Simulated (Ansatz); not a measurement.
Input for Ansatz (plane-wave DFT, PAW):

```yaml
crystal:
  lattice:
    - [5.74, 0.0, 0.0]
    - [0.0, 4.64, 0.0]
    - [0.0, 0.0, 12.38]
  atoms:
    - { symbol: Rb, position: [0.047, 0.25, 0.893] }
    - { symbol: Rb, position: [0.453, 0.75, 0.393] }
    - { symbol: Rb, position: [0.547, 0.25, 0.607] }
    - { symbol: Rb, position: [0.953, 0.75, 0.107] }
basis:
  ecutwfc: 420
kpoints:
  mp_grid: { grid: [8, 10, 4] }
hamiltonian:
  xc: pbesol
scf:
  occupations: { method: gaussian, width: 0.1 }
output:
  forces: true
  stress: true
  eigenvalues: true
relax:
  adjacent_minimum: "off"
  f_tol: 0.01
  max_steps: 40
```

Command:
```bash
ansatz run input.yaml --threads 1 --pin off --max-ram 2560MiB --backend cpu --events-out ev --progress --plain --runs-dir out
```

All numbers below come from DFT PBEsol, scalar-relativistic, plane waves, PAW in Ansatz.

From the run's log, abridged:

```
Warning: output.stress: scf.convergence.dr2_threshold = 1e-7 eV (the SCF's general default) is looser than the 4e-10 eV advised for a printed stress (1e-10 eV for each atom of the cell: 4). ...
Pseudopotentials: kind: paw
Pseudopotential: Rb, paw, valence charge 9, recommended cutoff 420 eV (normal)
Functional definition: PBEsol
Crystal: 4 atoms, lattice volume = 329.724 Å³
Basis set: ecut = 420 eV, 6489 PW (Γ), exchange–correlation on 80×64×180 points (8 copies of the dense FFT grid, shifted against one another)
Bands: 22, of which v1, the nominal top of the filled ones, is band 18 counted from 1 (17 counted from 0)
Symmetry: 8 space group operations
Space group: Pnma (ITA 62), of the structure as read, at distance tolerance 6.9e-5 Å
k-points: 90 of 320
Initial density: superposition of atomic densities (neutral atoms: chi_scale 0, normalization atom), corrected by the library's trained network
Initial wavefunctions: pseudopotential atomic-orbital guess
Functional: x = pbesol(κ = 0.804, μ = 0.12345679), c = pbesol(β = 0.046)
SCF iter   1: F=—  HF=-12866.665273 eV  |F-HF|=—  |Δ(HF+E_count)|=         —  Δρ=1.18e-3  dr2=1.09e-2  ethr=1.77e-3  ⟨swp⟩=8.2  Hψ=9991  notcnv=0
SCF iter   2: F=—  HF=-12866.666776 eV  |F-HF|=—  |Δ(HF+E_count)|=   1.50e-3  Δρ=8.19e-4  dr2=7.76e-3  ethr=3.04e-5  ⟨swp⟩=1.7  Hψ=3424  notcnv=0  defer=2
SCF iter   3: F=—  HF=-12866.666827 eV  |F-HF|=—  |Δ(HF+E_count)|=   5.09e-5  Δρ=3.06e-4  dr2=1.22e-3  ethr=2.16e-5  ⟨swp⟩=1.6  Hψ=2120  notcnv=0  defer=2
SCF iter   4: F=—  HF=-12866.666756 eV  |F-HF|=—  |Δ(HF+E_count)|=   7.11e-5  Δρ=1.14e-4  dr2=8.81e-5  ethr=3.38e-6  ⟨swp⟩=1.9  Hψ=2300  notcnv=0  defer=2
SCF iter   5: F=—  HF=-12866.666789 eV  |F-HF|=—  |Δ(HF+E_count)|=   3.32e-5  Δρ=3.84e-5  dr2=1.20e-5  ethr=2.45e-7  ⟨swp⟩=2.7  Hψ=3104  notcnv=0  defer=2
SCF iter   6: F=-12866.666795 eV  HF=-12866.666794 eV  |F-HF|=2.75e-7  |Δ(HF+E_count)|=   5.39e-6  Δρ=1.04e-5  dr2=4.15e-7  ethr=6.94e-9  ⟨swp⟩=8.9  Hψ=10681  notcnv=0
SCF 1 converged in 6 iterations: F = -12866.666795 eV  dr2 = 4.15e-7
relax step   1: F+E_penalty+E_count = -12866.66679467 eV  Δ(F+E_penalty+E_count) = +0.000e0 eV  max|allowed force component| = 6.988e-1 eV/Å  Δτ_max = 0.0000 Å  (6 SCF iters, dr2 threshold 2.50e-6 eV, accepted)
Initial density: handed on by an earlier stage of this run
Initial wavefunctions: those handed on with the density
SCF iter   1: F=—  HF=-12866.884083 eV  |F-HF|=—  |Δ(HF+E_count)|=         —  Δρ=5.45e-4  dr2=1.99e-3  ethr=5.53e-6  ⟨swp⟩=2.6  Hψ=10402  notcnv=0  defer=7
SCF iter   2: F=—  HF=-12866.883755 eV  |F-HF|=—  |Δ(HF+E_count)|=   3.28e-4  Δρ=2.97e-4  dr2=9.35e-4  ethr=5.52e-6  ⟨swp⟩=1.0  Hψ=1971  notcnv=0  defer=7
SCF iter   3: F=—  HF=-12866.883554 eV  |F-HF|=—  |Δ(HF+E_count)|=   2.01e-4  Δρ=1.01e-4  dr2=1.60e-4  ethr=2.60e-6  ⟨swp⟩=2.6  Hψ=3269  notcnv=0  defer=7
SCF iter   4: F=-12866.883529 eV  HF=-12866.883529 eV  |F-HF|=4.01e-8  |Δ(HF+E_count)|=   2.49e-5  Δρ=3.33e-5  dr2=5.89e-6  ethr=8.48e-8  ⟨swp⟩=6.6  Hψ=10802  notcnv=0
SCF 2 converged in 4 iterations: F = -12866.883529 eV  dr2 = 5.89e-6
relax step   2: F+E_penalty+E_count = -12866.88352870 eV  Δ(F+E_penalty+E_count) = -2.167e-1 eV  max|allowed force component| = 5.235e-1 eV/Å  Δτ_max = 0.0907 Å  (4 SCF iters, dr2 threshold 3.05e-5 eV, accepted)
SCF iter   1: F=—  HF=-12867.182664 eV  |F-HF|=—  |Δ(HF+E_count)|=         —  Δρ=9.30e-4  dr2=6.04e-3  ethr=2.54e-4  ⟨swp⟩=6.5  Hψ=9035  notcnv=0
SCF iter   2: F=—  HF=-12867.182024 eV  |F-HF|=—  |Δ(HF+E_count)|=   6.40e-4  Δρ=5.45e-4  dr2=3.03e-3  ethr=1.68e-5  ⟨swp⟩=1.0  Hψ=2702  notcnv=0
SCF iter   3: F=—  HF=-12867.181662 eV  |F-HF|=—  |Δ(HF+E_count)|=   3.62e-4  Δρ=1.84e-4  dr2=3.93e-4  ethr=8.43e-6  ⟨swp⟩=2.6  Hψ=3280  notcnv=0
SCF iter   4: F=-12867.181651 eV  HF=-12867.181648 eV  |F-HF|=3.36e-6  |Δ(HF+E_count)|=   1.44e-5  Δρ=4.79e-5  dr2=1.18e-5  ethr=4.76e-8  ⟨swp⟩=7.5  Hψ=11386  notcnv=0
SCF 3 converged in 4 iterations: F = -12867.181651 eV  dr2 = 1.18e-5
relax step   3: F+E_penalty+E_count = -12867.18165126 eV  Δ(F+E_penalty+E_count) = -2.981e-1 eV  max|allowed force component| = 1.985e-1 eV/Å  Δτ_max = 0.1945 Å  (4 SCF iters, dr2 threshold 1.71e-5 eV, accepted)
SCF iter   1: F=—  HF=-12867.332824 eV  |F-HF|=—  |Δ(HF+E_count)|=         —  Δρ=7.73e-4  dr2=4.68e-3  ethr=1.68e-4  ⟨swp⟩=6.7  Hψ=8835  notcnv=0  defer=1
SCF iter   2: F=—  HF=-12867.332461 eV  |F-HF|=—  |Δ(HF+E_count)|=   3.63e-4  Δρ=4.76e-4  dr2=2.29e-3  ethr=1.30e-5  ⟨swp⟩=1.0  Hψ=2702  notcnv=0  defer=1
SCF iter   3: F=—  HF=-12867.332362 eV  |F-HF|=—  |Δ(HF+E_count)|=   9.84e-5  Δρ=1.52e-4  dr2=2.34e-4  ethr=6.36e-6  ⟨swp⟩=2.5  Hψ=3350  notcnv=0  defer=1
SCF iter   4: F=—  HF=-12867.332390 eV  |F-HF|=—  |Δ(HF+E_count)|=   2.81e-5  Δρ=3.75e-5  dr2=7.79e-6  ethr=6.49e-7  ⟨swp⟩=2.9  Hψ=3271  notcnv=0  defer=1
SCF iter   5: F=-12867.332394 eV  HF=-12867.332393 eV  |F-HF|=4.96e-7  |Δ(HF+E_count)|=   2.95e-6  Δρ=1.14e-5  dr2=1.05e-6  ethr=1.57e-8  ⟨swp⟩=8.4  Hψ=9619  notcnv=0
SCF 4 converged in 5 iterations: F = -12867.332394 eV  dr2 = 1.05e-6
relax step   4: F+E_penalty+E_count = -12867.33239376 eV  Δ(F+E_penalty+E_count) = -1.507e-1 eV  max|allowed force component| = 1.626e-1 eV/Å  Δτ_max = 0.1945 Å  (5 SCF iters, dr2 threshold 5.66e-6 eV, accepted)
SCF iter   1: F=—  HF=-12867.458721 eV  |F-HF|=—  |Δ(HF+E_count)|=         —  Δρ=6.91e-4  dr2=3.98e-3  ethr=1.31e-4  ⟨swp⟩=6.7  Hψ=8859  notcnv=0  defer=1
SCF iter   2: F=—  HF=-12867.458381 eV  |F-HF|=—  |Δ(HF+E_count)|=   3.40e-4  Δρ=4.33e-4  dr2=1.89e-3  ethr=1.11e-5  ⟨swp⟩=1.0  Hψ=2704  notcnv=0  defer=1
SCF iter   3: F=—  HF=-12867.458278 eV  |F-HF|=—  |Δ(HF+E_count)|=   1.03e-4  Δρ=1.29e-4  dr2=1.56e-4  ethr=5.25e-6  ⟨swp⟩=2.6  Hψ=3173  notcnv=0  defer=1
SCF iter   4: F=—  HF=-12867.458301 eV  |F-HF|=—  |Δ(HF+E_count)|=   2.32e-5  Δρ=3.52e-5  dr2=7.66e-6  ethr=4.33e-7  ⟨swp⟩=2.4  Hψ=2774  notcnv=0  defer=1
SCF iter   5: F=-12867.458304 eV  HF=-12867.458303 eV  |F-HF|=4.07e-7  |Δ(HF+E_count)|=   2.49e-6  Δρ=1.02e-5  dr2=8.84e-7  ethr=1.06e-8  ⟨swp⟩=8.2  Hψ=9532  notcnv=0
SCF 5 converged in 5 iterations: F = -12867.458304 eV  dr2 = 8.84e-7
relax step   5: F+E_penalty+E_count = -12867.45830390 eV  Δ(F+E_penalty+E_count) = -1.259e-1 eV  max|allowed force component| = 1.547e-1 eV/Å  Δτ_max = 0.1952 Å  (5 SCF iters, dr2 threshold 3.80e-6 eV, accepted)
SCF iter   1: F=—  HF=-12867.579656 eV  |F-HF|=—  |Δ(HF+E_count)|=         —  Δρ=6.30e-4  dr2=3.26e-3  ethr=1.08e-4  ⟨swp⟩=6.7  Hψ=8840  notcnv=0  defer=4
SCF iter   2: F=—  HF=-12867.579409 eV  |F-HF|=—  |Δ(HF+E_count)|=   2.47e-4  Δρ=3.93e-4  dr2=1.53e-3  ethr=9.05e-6  ⟨swp⟩=1.0  Hψ=2707  notcnv=0  defer=4
SCF iter   3: F=—  HF=-12867.579303 eV  |F-HF|=—  |Δ(HF+E_count)|=   1.06e-4  Δρ=1.13e-4  dr2=1.18e-4  ethr=4.24e-6  ⟨swp⟩=2.5  Hψ=3144  notcnv=0  defer=4
SCF iter   4: F=-12867.579319 eV  HF=-12867.579317 eV  |F-HF|=1.76e-6  |Δ(HF+E_count)|=   1.37e-5  Δρ=3.11e-5  dr2=6.38e-6  ethr=4.46e-8  ⟨swp⟩=6.8  Hψ=10506  notcnv=0
SCF 6 converged in 4 iterations: F = -12867.579319 eV  dr2 = 6.38e-6
relax step   6: F+E_penalty+E_count = -12867.57931892 eV  Δ(F+E_penalty+E_count) = -1.210e-1 eV  max|allowed force component| = 1.339e-1 eV/Å  Δτ_max = 0.1925 Å  (4 SCF iters, dr2 threshold 1.61e-5 eV, accepted)
SCF iter   1: F=—  HF=-12867.679045 eV  |F-HF|=—  |Δ(HF+E_count)|=         —  Δρ=5.83e-4  dr2=2.71e-3  ethr=9.28e-5  ⟨swp⟩=6.7  Hψ=8868  notcnv=0  defer=5
SCF iter   2: F=—  HF=-12867.678898 eV  |F-HF|=—  |Δ(HF+E_count)|=   1.46e-4  Δρ=3.66e-4  dr2=1.32e-3  ethr=7.52e-6  ⟨swp⟩=1.0  Hψ=2703  notcnv=0  defer=5
SCF iter   3: F=—  HF=-12867.678833 eV  |F-HF|=—  |Δ(HF+E_count)|=   6.54e-5  Δρ=1.02e-4  dr2=9.15e-5  ethr=3.66e-6  ⟨swp⟩=2.6  Hψ=3215  notcnv=0  defer=5
SCF iter   4: F=-12867.678843 eV  HF=-12867.678842 eV  |F-HF|=1.08e-6  |Δ(HF+E_count)|=   9.16e-6  Δρ=2.72e-5  dr2=5.41e-6  ethr=3.73e-8  ⟨swp⟩=6.7  Hψ=10423  notcnv=0
SCF 7 converged in 4 iterations: F = -12867.678843 eV  dr2 = 5.41e-6
relax step   7: F+E_penalty+E_count = -12867.67884315 eV  Δ(F+E_penalty+E_count) = -9.952e-2 eV  max|allowed force component| = 9.086e-2 eV/Å  Δτ_max = 0.1950 Å  (4 SCF iters, dr2 threshold 1.34e-5 eV, accepted)
SCF iter   1: F=—  HF=-12867.728364 eV  |F-HF|=—  |Δ(HF+E_count)|=         —  Δρ=5.58e-4  dr2=2.34e-3  ethr=7.92e-5  ⟨swp⟩=6.9  Hψ=8870  notcnv=0  defer=2
SCF iter   2: F=—  HF=-12867.728325 eV  |F-HF|=—  |Δ(HF+E_count)|=   3.91e-5  Δρ=3.54e-4  dr2=1.18e-3  ethr=6.49e-6  ⟨swp⟩=1.1  Hψ=2712  notcnv=0  defer=2
SCF iter   3: F=—  HF=-12867.728298 eV  |F-HF|=—  |Δ(HF+E_count)|=   2.67e-5  Δρ=9.32e-5  dr2=8.04e-5  ethr=3.27e-6  ⟨swp⟩=2.5  Hψ=3163  notcnv=0  defer=2
SCF iter   4: F=—  HF=-12867.728306 eV  |F-HF|=—  |Δ(HF+E_count)|=   7.58e-6  Δρ=2.36e-5  dr2=4.22e-6  ethr=2.23e-7  ⟨swp⟩=2.8  Hψ=3272  notcnv=0  defer=2
SCF iter   5: F=-12867.728307 eV  HF=-12867.728306 eV  |F-HF|=2.08e-7  |Δ(HF+E_count)|=   6.89e-7  Δρ=7.99e-6  dr2=5.09e-7  ethr=1.06e-8  ⟨swp⟩=7.4  Hψ=9319  notcnv=0
SCF 8 converged in 5 iterations: F = -12867.728307 eV  dr2 = 5.09e-7
relax step   8: F+E_penalty+E_count = -12867.72830652 eV  Δ(F+E_penalty+E_count) = -4.946e-2 eV  max|allowed force component| = 1.611e-2 eV/Å  Δτ_max = 0.2000 Å  (5 SCF iters, dr2 threshold 3.80e-6 eV, accepted)
SCF iter   1: F=—  HF=-12867.729361 eV  |F-HF|=—  |Δ(HF+E_count)|=         —  Δρ=1.21e-4  dr2=1.05e-4  ethr=2.97e-6  ⟨swp⟩=4.9  Hψ=6740  notcnv=0  defer=5
SCF iter   2: F=—  HF=-12867.729356 eV  |F-HF|=—  |Δ(HF+E_count)|=   5.72e-6  Δρ=7.71e-5  dr2=5.37e-5  ethr=2.92e-7  ⟨swp⟩=1.0  Hψ=2700  notcnv=0  defer=5
SCF iter   3: F=—  HF=-12867.729365 eV  |F-HF|=—  |Δ(HF+E_count)|=   8.93e-6  Δρ=1.97e-5  dr2=4.40e-6  ethr=1.49e-7  ⟨swp⟩=2.7  Hψ=3256  notcnv=0  defer=5
SCF iter   4: F=—  HF=-12867.729365 eV  |F-HF|=—  |Δ(HF+E_count)|=   8.54e-8  Δρ=5.65e-6  dr2=2.03e-7  ethr=1.22e-8  ⟨swp⟩=2.7  Hψ=3257  notcnv=0  defer=5
SCF iter   5: F=-12867.729365 eV  HF=-12867.729365 eV  |F-HF|=9.97e-9  |Δ(HF+E_count)|=   2.07e-8  Δρ=1.76e-6  dr2=2.20e-8  ethr=2.78e-10  ⟨swp⟩=6.6  Hψ=9019  notcnv=0
SCF 9 converged in 5 iterations: F = -12867.729365 eV  dr2 = 2.20e-8
relax step   9: F+E_penalty+E_count = -12867.72936477 eV  Δ(F+E_penalty+E_count) = -1.058e-3 eV  max|allowed force component| = 4.129e-3 eV/Å  Δτ_max = 0.0428 Å  (5 SCF iters, accepted)
SCF converged after 5 iterations
Free energy (F): -12867.729365 eV
Harris-Foulkes:  -12867.729365 eV  (|F-HF|=9.97e-9)
Internal energy: -12867.710363 eV  (E = F + TS)
E sigma→0 (E₀):  -12867.719864 eV
Entropy (-TS):   -0.019001 eV (-4.750 meV/atom)
Fermi energy:    2.314345 eV
--- Per-component energies (eV) ---
  E_band       = -462.391039
  E_kinetic    = 763.953944
  E_local      = -2788.725587  (includes V_loc(G=0)·N_el)
  E_nonlocal   = 701.107486
  E_hartree    = 775.764483
  E_xc         = -511.428514
  E_vxc        = -537.660023  (∫ρ·V_xc dr)
  E_paw        = -10277.187410  (= ΣΔE_a)
  E_vpaw       = -152.595168  (= ΣTr[D̂ρ^β])
  E_aug_tail   = -0.000005  (compensation charges beyond the density's cutoff)
  E_ewald      = -1531.689443
  E_core_change = 0.494683  (= ΣΔE_core)
  E_smearing   = -0.019001  (= −TS)
--- Forces (eV/Å), atoms counted from 1 ---
  atom   1  Rb    -0.00412854     0.00000000    -0.00236493
  atom   2  Rb     0.00412854     0.00000000    -0.00236493
  atom   3  Rb    -0.00412854     0.00000000     0.00236493
  atom   4  Rb     0.00412854     0.00000000     0.00236493
--- Stress (GPa, compression-positive) ---
        0.211317       0.000000       0.000000
        0.000000       0.304718       0.000000
        0.000000       0.000000       0.342130
  P = ⅓ Tr σ = 0.2861 GPa (2.861 kbar)
--- Band table (eV; the first three rows and the last of 90) ---
  k-point 0: bands = ["-26.5787", "-26.5711", "-26.5701", "-26.5625", "-10.7589", "-10.7310", "-10.6982", "-10.6658", "-10.6654", "-10.6635", "-10.6368", "-10.6190", "-10.6011", "-10.5967", "-10.5940", "-10.5836", "0.2047", "1.3080", "1.4713", "3.1175", "4.0287", "4.1152"]
  k-point 1: bands = ["-26.5781", "-26.5737", "-26.5675", "-26.5632", "-10.7537", "-10.7261", "-10.7160", "-10.6900", "-10.6463", "-10.6386", "-10.6350", "-10.6232", "-10.6019", "-10.6008", "-10.5969", "-10.5853", "0.2843", "0.8909", "1.9678", "2.9909", "3.8704", "4.0380"]
  k-point 2: bands = ["-26.5763", "-26.5763", "-26.5649", "-26.5649", "-10.7386", "-10.7386", "-10.7116", "-10.7116", "-10.6300", "-10.6300", "-10.6200", "-10.6200", "-10.6165", "-10.6165", "-10.5902", "-10.5902", "0.5182", "0.5182", "2.5496", "2.5496", "3.8797", "3.8797"]
  k-point 89: bands = ["-26.5663", "-26.5663", "-26.5663", "-26.5663", "-10.7483", "-10.7483", "-10.7483", "-10.7483", "-10.6962", "-10.6962", "-10.6962", "-10.6962", "-10.6089", "-10.6089", "-10.6089", "-10.6089", "2.9940", "2.9940", "2.9940", "2.9940", "3.6795", "3.6795"]
--- Relaxed structure (9 steps of the walk, 9 accepted, 0 SCFs on fresh bases) ---
  F+E_penalty+E_count = -12867.72936477 eV   max|allowed force component| = 4.129e-3 eV/Å
  atoms:
    - { symbol: Rb, position: [0.25147841, 0.25000000, 0.88426958] }
    - { symbol: Rb, position: [0.24852158, 0.75, 0.38426958] }
    - { symbol: Rb, position: [0.75147841, 0.25000000, 0.61573041] }
    - { symbol: Rb, position: [0.74852158, 0.75, 0.11573041] }
```

The relaxation met its thresholds.

It took 4.2 min on 1 thread of Arm Neoverse V1, with other jobs on the host, peak memory 0.77 GiB.